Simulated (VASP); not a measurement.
# N (P2_13) in VASP: notebook, part 2 of 3

VASP 6.6.1.

**4. Band structure, r2SCAN**

INCAR

```
SYSTEM = N
  PREC = Accurate
  ENCUT = 520
  EDIFF = 1E-6
  ISMEAR = 0
  SIGMA = 0.02
  LREAL = .FALSE.
  LASPH = .TRUE.
  NELM = 100
  ALGO = Normal
  ISIF = 2
  LWAVE = .FALSE.
  LCHARG = .FALSE.
  METAGGA = R2SCAN
  LMIXTAU = .TRUE.
  NBANDS = 30
  KPAR = 2
```

KPOINTS

```
regular mesh
0
G
  6 6 6
  0 0 0
```

POSCAR

```
N
1.0
    5.8151017200      0.0000000000      0.0000000000
    0.0000000000      5.8151017200      0.0000000000
    0.0000000000      0.0000000000      5.8151017200
N
8
Direct
    0.0458611400      0.4541388600      0.5458611400
    0.4541388600      0.5458611400      0.0458611400
    0.5458611400      0.0458611400      0.4541388600
    0.9541388600      0.9541388600      0.9541388600
    0.9360985600      0.5639014400      0.4360985600
    0.5639014400      0.4360985600      0.9360985600
    0.4360985600      0.9360985600      0.5639014400
    0.0639014400      0.0639014400      0.0639014400
```

KPOINTS_OPT

```
path GXMGRX,MR
15
line-mode
reciprocal
 0.0000000000  0.0000000000  0.0000000000  G
 0.0000000000  0.5000000000  0.0000000000  X

 0.0000000000  0.5000000000  0.0000000000  X
 0.5000000000  0.5000000000  0.0000000000  M

 0.5000000000  0.5000000000  0.0000000000  M
 0.0000000000  0.0000000000  0.0000000000  G

 0.0000000000  0.0000000000  0.0000000000  G
 0.5000000000  0.5000000000  0.5000000000  R

 0.5000000000  0.5000000000  0.5000000000  R
 0.0000000000  0.5000000000  0.0000000000  X

 0.5000000000  0.5000000000  0.0000000000  M
 0.5000000000  0.5000000000  0.5000000000  R
```

Potentials or basis: VASP PAW PBE potentials, release 64 (N).

Started as:

```console
$ cat potpaw_PBE.64/N/POTCAR > POTCAR
$ mpirun -np 2 vasp_std > vasp.out
```

OUTCAR:

```text
SYSTEM = N
   PREC = Accurate
   ENCUT = 520
   EDIFF = 1E-6
   ISMEAR = 0
   LREAL = .FALSE.
   LASPH = .TRUE.
   NELM = 100
   ISIF = 2
   METAGGA = R2SCAN

 ion  position               nearest neighbor table
   1  0.046  0.454  0.546-   5 1.11
   2  0.454  0.546  0.046-   6 1.11
   3  0.546  0.046  0.454-   7 1.11
   4  0.954  0.954  0.954-   8 1.11
   5  0.936  0.564  0.436-   1 1.11
   6  0.564  0.436  0.936-   2 1.11
   7  0.436  0.936  0.564-   3 1.11
   8  0.064  0.064  0.064-   4 1.11

  LATTYP: Found a simple cubic cell.
 ALAT       =     5.8151017200

  Lattice vectors:

 A1 = (   5.8151017200,   0.0000000000,   0.0000000000)
 A2 = (   0.0000000000,   5.8151017200,   0.0000000000)
 A3 = (   0.0000000000,   0.0000000000,   5.8151017200)

Analysis of symmetry for initial positions (statically):
=====================================================================
 Subroutine PRICEL returns:
 Original cell was already a primitive cell.

 Routine SETGRP: Setting up the symmetry group for a
 simple cubic supercell.

 Subroutine GETGRP returns: Found 12 space group operations
 (whereof  3 operations were pure point group operations)
 out of a pool of 48 trial point group operations.

The static configuration has the point symmetry C_3 .
 The point group associated with its full space group is T   .

Analysis of symmetry for dynamics (positions and initial velocities):
=====================================================================
 Subroutine PRICEL returns:
 Original cell was already a primitive cell.

 Routine SETGRP: Setting up the symmetry group for a
 simple cubic supercell.

[... 135 lines left out ...]
     AMIX     =   0.40;   BMIX     =  1.00
     AMIX_MAG =   1.60;   BMIX_MAG =  1.00
  volume/ion in A,a.u.               =      24.58       165.87
  Fermi-wavevector in a.u.,A,eV,Ry     =   0.962803  1.819434 12.612464  0.926990
  Thomas-Fermi vector in A             =   2.092294
   LORBIT       =      0    0 simple, 1 ext, 2 COOP (PROOUT), +10 PAW based schemes
   METAGGA = R2SCAN    functional components
   LHFCALC =     F    Hartree Fock is set to
   AEXX    =    0.0000 exact exchange contribution
   IVDW    =     0    specifies the selected vdW correction
   LEPSILON=     F    determine dielectric tensor
   LRPA    =     F    only Hartree local field effects (RPA)
 non-spin polarized calculation
 Gauss-broadening in eV      SIGMA  =   0.02
  energy-cutoff  :      520.00
  volume of cell :      196.64
 maximum number of plane-waves:      5400
 NGX is ok and might be reduce to    48
   NGX = 21   NGY = 21   NGZ = 21

 number of electron      40.0000000 magnetization

 Free energy of the ion-electron system (eV)
  ---------------------------------------------------
  ext. energy  EPLUGINS =         0.00000000
  ---------------------------------------------------
  free energy    TOTEN  =       -72.99064563 eV

  energy without entropy =      -72.99064563  energy(sigma->0) =      -72.99064563

 E-fermi :  -7.2091     XC(G=0):  -6.2061

 val. band max:       -7.3826229739   @ k =   0.5000   0.0000   0.0000
 cond. band min:       0.7453479030   @ k =   0.0000   0.0000   0.0000
 fundamental gap:      8.1279708769
 Fermi energy:        -7.2091264989

 k-point     1 :       0.0000    0.0000    0.0000
  band No.  band energies     occupation
      1     -26.5664      2.00000
      2     -26.5258      2.00000
      3     -26.5258      2.00000
      4     -26.5258      2.00000
      5     -11.1943      2.00000
      6     -11.1943      2.00000
[... 781 lines left out ...]
     29       6.0785      0.00000
     30       6.0785      0.00000

------------------------ aborting loop because EDIFF is reached ----------------------------------------

  FORCE on cell =-STRESS in cart. coord.  units (eV):
  Direction    XX          YY          ZZ          XY          YZ          ZX
  --------------------------------------------------------------------------------------
  -------------------------------------------------------------------------------------
  Total       -0.1364411     -0.1364411     -0.1364411     -0.0000000      0.0000000     -0.0000000
  in kB       -1.1116903     -1.1116903     -1.1116903     -0.0000000      0.0000000     -0.0000000
  external PRESSURE =      -1.1116903 kB  Pullay stress =       0.0000000 kB

 VOLUME and BASIS-vectors are now :
 -----------------------------------------------------------------------------
  energy-cutoff  :      520.00
  volume of cell :      196.64
      direct lattice vectors                 reciprocal lattice vectors
     5.815101720  0.000000000  0.000000000     0.171966037  0.000000000  0.000000000
     0.000000000  5.815101720  0.000000000     0.000000000  0.171966037  0.000000000
     0.000000000  0.000000000  5.815101720     0.000000000  0.000000000  0.171966037

 POSITION                                       TOTAL-FORCE (eV/Angst)
 -----------------------------------------------------------------------------------
      0.26669      2.64086      3.17424         0.113843     -0.113843      0.113843
      2.64086      3.17424      0.26669        -0.113843      0.113843      0.113843
      3.17424      0.26669      2.64086         0.113843      0.113843     -0.113843
      5.54841      5.54841      5.54841        -0.113843     -0.113843     -0.113843
      5.44351      3.27914      2.53596        -0.105193      0.105193     -0.105193
      3.27914      2.53596      5.44351         0.105193     -0.105193     -0.105193
      2.53596      5.44351      3.27914        -0.105193     -0.105193      0.105193
      0.37159      0.37159      0.37159         0.105193      0.105193      0.105193
 -----------------------------------------------------------------------------------
    total drift:                               -0.000000     -0.000000      0.000000

  FREE ENERGIE OF THE ION-ELECTRON SYSTEM (eV)
  ---------------------------------------------------
  free  energy   TOTEN  =       -72.9906456314 eV

  energy  without entropy=      -72.9906456314  energy(sigma->0) =      -72.99064563
```

It took 11 min on 2 MPI ranks of Intel Xeon 6975P-C (Granite Rapids), shared host; peak memory 0.46 GiB.

What came out:

```
Free energy             : -72.9906 eV
Pressure                : -0.1 GPa
Largest force           : 0.197 eV/Å
Band gap on the k mesh  : 8.13 eV, indirect (least direct gap 8.14 eV)
Band gap along the path : 8.13 eV, indirect (least direct gap 8.14 eV)
```

Forces in eV/Å, atoms in the order of the input:
```
N    0.114 -0.114  0.114
N   -0.114  0.114  0.114
N    0.114  0.114 -0.114
N   -0.114 -0.114 -0.114
N   -0.105  0.105 -0.105
N    0.105 -0.105 -0.105
N   -0.105 -0.105  0.105
N    0.105  0.105  0.105
```

Levels at the corners of the path, in eV from the valence-band top:
```
point  band 17  band 18  band 19  band 20  band 21  band 22  band 23  band 24
    Γ    -0.71    -0.02    -0.02    -0.02     8.13     8.13     8.13     8.88
    X    -0.26    -0.26     0.00     0.00     8.34     8.34     8.65     8.65
    X    -0.26    -0.26     0.00     0.00     8.34     8.34     8.65     8.65
    M    -0.15    -0.15    -0.12    -0.12     8.65     8.65     8.67     8.67
    M    -0.15    -0.15    -0.12    -0.12     8.65     8.65     8.67     8.67
    Γ    -0.71    -0.02    -0.02    -0.02     8.13     8.13     8.13     8.88
    Γ    -0.71    -0.02    -0.02    -0.02     8.13     8.13     8.13     8.88
    R    -0.18    -0.18    -0.18    -0.18     8.67     8.67     8.67     8.67
    R    -0.18    -0.18    -0.18    -0.18     8.67     8.67     8.67     8.67
    X    -0.26    -0.26     0.00     0.00     8.34     8.34     8.65     8.65
    M    -0.15    -0.15    -0.12    -0.12     8.65     8.65     8.67     8.67
    R    -0.18    -0.18    -0.18    -0.18     8.67     8.67     8.67     8.67
```

Caveat: the standard files for N, O and F lose accuracy on very short bonds; the PAW data sets were made with another functional, which shifts forces and pressure a little. r2SCAN opens gaps a little over a GGA but as a rule still falls short of measured ones.

**5. Dielectric tensor, LDA**

INCAR

```
ALGO     = Normal         # electronic algorithm
EDIFF    = 1E-8           # SCF threshold, eV
ENCUT    = 520            # plane-wave cutoff, eV
GGA      = CA             # functional
ISIF     = 2              # what is computed and relaxed
ISMEAR   = 0              # smearing method
KPAR     = 4            
LASPH    = True           # aspherical terms in the spheres
LCHARG   = False          # write CHGCAR
LEPSILON = True           # dielectric tensor by DFPT
LREAL    = False          # projectors in reciprocal space
LWAVE    = False          # write WAVECAR
NELM     = 60             # most SCF steps
PREC     = Accurate       # precision mode
SIGMA    = 0.02           # smearing width, eV
```

KPOINTS

```
k-points
0
Gamma
  6 6 6
```

POSCAR is that of step 4.

Potentials or basis: VASP PAW LDA potentials, release 64 (N).

Started as:

```console
$ cat potpaw_LDA.64/N/POTCAR > POTCAR
$ mpirun -np 4 vasp_std > vasp.out
```

OUTCAR:

```text
EDIFF = 1E-8
   ENCUT = 520
   GGA = CA
   ISIF = 2
   ISMEAR = 0
   LASPH = True
   LEPSILON = True
   LREAL = False
   NELM = 60
   PREC = Accurate

 ion  position               nearest neighbor table
   1  0.046  0.454  0.546-   5 1.11
   2  0.454  0.546  0.046-   6 1.11
   3  0.546  0.046  0.454-   7 1.11
   4  0.954  0.954  0.954-   8 1.11
   5  0.936  0.564  0.436-   1 1.11
   6  0.564  0.436  0.936-   2 1.11
   7  0.436  0.936  0.564-   3 1.11
   8  0.064  0.064  0.064-   4 1.11

  LATTYP: Found a simple cubic cell.
 ALAT       =     5.8151017200

  Lattice vectors:

 A1 = (   5.8151017200,   0.0000000000,   0.0000000000)
 A2 = (   0.0000000000,   5.8151017200,   0.0000000000)
 A3 = (   0.0000000000,   0.0000000000,   5.8151017200)

Analysis of symmetry for initial positions (statically):
=====================================================================
 Subroutine PRICEL returns:
 Original cell was already a primitive cell.

 Routine SETGRP: Setting up the symmetry group for a
 simple cubic supercell.

 Subroutine GETGRP returns: Found 12 space group operations
 (whereof  3 operations were pure point group operations)
 out of a pool of 48 trial point group operations.

The static configuration has the point symmetry C_3 .
 The point group associated with its full space group is T   .

Analysis of symmetry for dynamics (positions and initial velocities):
=====================================================================
 Subroutine PRICEL returns:
 Original cell was already a primitive cell.

 Routine SETGRP: Setting up the symmetry group for a
 simple cubic supercell.

 Subroutine GETGRP returns: Found 12 space group operations
 (whereof  3 operations were pure point group operations)
 out of a pool of 48 trial point group operations.

The dynamic configuration has the point symmetry C_3 .
 The point group associated with its full space group is T   .

 Subroutine INISYM returns: Found 12 space group operations
 (whereof  3 operations are pure point group operations),
 and found     1 'primitive' translations

----------------------------------------------------------------------------------------

                                     Primitive cell

  volume of cell :     196.6400

  direct lattice vectors                    reciprocal lattice vectors
     5.815101720  0.000000000  0.000000000     0.171966037  0.000000000  0.000000000
     0.000000000  5.815101720  0.000000000     0.000000000  0.171966037  0.000000000
     0.000000000  0.000000000  5.815101720     0.000000000  0.000000000  0.171966037

  length of vectors
     5.815101720  5.815101720  5.815101720     0.171966037  0.171966037  0.171966037

  position of ions in fractional coordinates (direct lattice)
     0.045861140  0.454138860  0.545861140
     0.454138860  0.545861140  0.045861140
     0.545861140  0.045861140  0.454138860
     0.954138860  0.954138860  0.954138860
[... 820 lines left out ...]
      direct lattice vectors                 reciprocal lattice vectors
     5.815101720  0.000000000  0.000000000     0.171966037  0.000000000  0.000000000
     0.000000000  5.815101720  0.000000000     0.000000000  0.171966037  0.000000000
     0.000000000  0.000000000  5.815101720     0.000000000  0.000000000  0.171966037

 POSITION                                       TOTAL-FORCE (eV/Angst)
 -----------------------------------------------------------------------------------
      0.26669      2.64086      3.17424        -0.207510      0.207510     -0.207510
      2.64086      3.17424      0.26669         0.207510     -0.207510     -0.207510
      3.17424      0.26669      2.64086        -0.207510     -0.207510      0.207510
      5.54841      5.54841      5.54841         0.207510      0.207510      0.207510
      5.44351      3.27914      2.53596         0.209174     -0.209174      0.209174
      3.27914      2.53596      5.44351        -0.209174      0.209174      0.209174
      2.53596      5.44351      3.27914         0.209174      0.209174     -0.209174
      0.37159      0.37159      0.37159        -0.209174     -0.209174     -0.209174
 -----------------------------------------------------------------------------------
    total drift:                                0.000000      0.000000      0.000000

  FREE ENERGIE OF THE ION-ELECTRON SYSTEM (eV)
  ---------------------------------------------------
  free  energy   TOTEN  =       -70.3094068235 eV

  energy  without entropy=      -70.3094068235  energy(sigma->0) =      -70.30940682

 HEAD OF MICROSCOPIC STATIC DIELECTRIC TENSOR (INDEPENDENT PARTICLE, excluding Hartree and local field effects)
 ------------------------------------------------------
           1.859313     0.000000    -0.000000
           0.000000     1.859313    -0.000000
          -0.000000     0.000000     1.859313
 ------------------------------------------------------

 Free energy of the ion-electron system (eV)
  ---------------------------------------------------
  ---------------------------------------------------
  free energy    TOTEN  =        -0.33003627 eV

  energy without entropy =       -0.33003627

------------------------ aborting loop because EDIFF is reached ----------------------------------------

--------------------------------------- Ionic step        2  -------------------------------------------

------------------------ aborting loop because EDIFF is reached ----------------------------------------

--------------------------------------- Ionic step        3  -------------------------------------------

 Free energy of the ion-electron system (eV)
  ---------------------------------------------------
  ---------------------------------------------------
  free energy    TOTEN  =        -0.33003179 eV

  energy without entropy =       -0.33003179

------------------------ aborting loop because EDIFF is reached ----------------------------------------

 PIEZOELECTRIC TENSOR FIELD DIRECTION 3  (e Angst)
 -----------------------------------------------------------------------------
    -0.00007 -0.01720  0.00000           (  0.00000 -0.00007  0.00000)
    -0.01720  0.00008  0.00000           ( -0.00007 -0.00000  0.00000)
     0.00000  0.00000 -0.00011           (  0.00000  0.00000 -0.00000)

 PIEZOELECTRIC TENSOR FIELD DIRECTION 3  (C/m^2)
 -----------------------------------------------------------------------------
    -0.00001 -0.00140  0.00000
    -0.00140  0.00001  0.00000
     0.00000  0.00000 -0.00001

 MACROSCOPIC STATIC DIELECTRIC TENSOR (including local field effects in DFT)
 ------------------------------------------------------
           1.556534     0.000000     0.000000
           0.000000     1.556534    -0.000000
           0.000000     0.000000     1.556534
 ------------------------------------------------------

 PIEZOELECTRIC TENSOR (including local field effects)  for field in x, y, z        (e  Angst)
          XX          YY          ZZ          XY          YZ          ZX
  --------------------------------------------------------------------------------
  x     0.00000     0.00000     0.00000     0.00000    -0.01721     0.00000
  y    -0.00000     0.00000    -0.00000     0.00000     0.00000    -0.01721
  z     0.00000     0.00000     0.00000    -0.01721     0.00000     0.00000

 PIEZOELECTRIC TENSOR (including local field effects)  for field in x, y, z        (C/m^2)
          XX          YY          ZZ          XY          YZ          ZX
  --------------------------------------------------------------------------------
  x     0.00000     0.00000     0.00000     0.00000    -0.00140     0.00000
  y    -0.00000     0.00000    -0.00000     0.00000     0.00000    -0.00140
  z     0.00000     0.00000     0.00000    -0.00140     0.00000     0.00000

 BORN EFFECTIVE CHARGES (including local field effects) (in |e|, cummulative output)
 ---------------------------------------------------------------------------------
 ion    1
    1     0.00240     0.00618    -0.00531
    2     0.00531     0.00240     0.00618
    3    -0.00618     0.00531     0.00240
 ion    2
    1     0.00240     0.00618     0.00531
    2     0.00531     0.00240    -0.00618
    3     0.00618    -0.00531     0.00240
 ion    3
    1     0.00240    -0.00618     0.00531
    2    -0.00531     0.00240     0.00618
    3     0.00618     0.00531     0.00240
 ion    4
    1     0.00240    -0.00618    -0.00531
    2    -0.00531     0.00240    -0.00618
    3    -0.00618    -0.00531     0.00240
 ion    5
    1    -0.00240     0.00592    -0.00231
    2     0.00231    -0.00240     0.00592
    3    -0.00592     0.00231    -0.00240
 ion    6
    1    -0.00240     0.00592     0.00231
    2     0.00231    -0.00240    -0.00592
    3     0.00592    -0.00231    -0.00240
 ion    7
    1    -0.00240    -0.00592     0.00231
    2    -0.00231    -0.00240     0.00592
    3     0.00592     0.00231    -0.00240
 ion    8
    1    -0.00240    -0.00592    -0.00231
    2    -0.00231    -0.00240    -0.00592
    3    -0.00592    -0.00231    -0.00240
```

Run time: 16 min. Hardware: 4 MPI ranks of AMD EPYC 7R13 (Zen 3), shared host; peak memory 0.85 GiB.

What came out:

* Band gap on the k mesh: 7.26 eV, indirect (least direct gap 7.28 eV)
* Electronic dielectric tensor (diagonal): 1.56
* Born charges (mean of the diagonal): N +0.00, -0.00 e

Electronic dielectric tensor:
```
1.56 0.00 0.00
0.00 1.56 0.00
0.00 0.00 1.56
```

Born effective charge tensors (e):
atom 1, N
```
 0.00  0.01 -0.01
 0.01  0.00  0.01
-0.01  0.01  0.00
```
atom 2, N
```
 0.00  0.01  0.01
 0.01  0.00 -0.01
 0.01 -0.01  0.00
```
atom 3, N
```
 0.00 -0.01  0.01
-0.01  0.00  0.01
 0.01  0.01  0.00
```
atom 4, N
```
 0.00 -0.01 -0.01
-0.01  0.00 -0.01
-0.01 -0.01  0.00
```
atom 5, N
```
 0.00  0.01  0.00
 0.00  0.00  0.01
-0.01  0.00  0.00
```
atom 6, N
```
 0.00  0.01  0.00
 0.00  0.00 -0.01
 0.01  0.00  0.00
```
atom 7, N
```
 0.00 -0.01  0.00
 0.00  0.00  0.01
 0.01  0.00  0.00
```
atom 8, N
```
 0.00 -0.01  0.00
 0.00  0.00 -0.01
-0.01  0.00  0.00
```

Caveat: the standard files for N, O and F lose accuracy on very short bonds.

(Continued in part 3 of 3.)
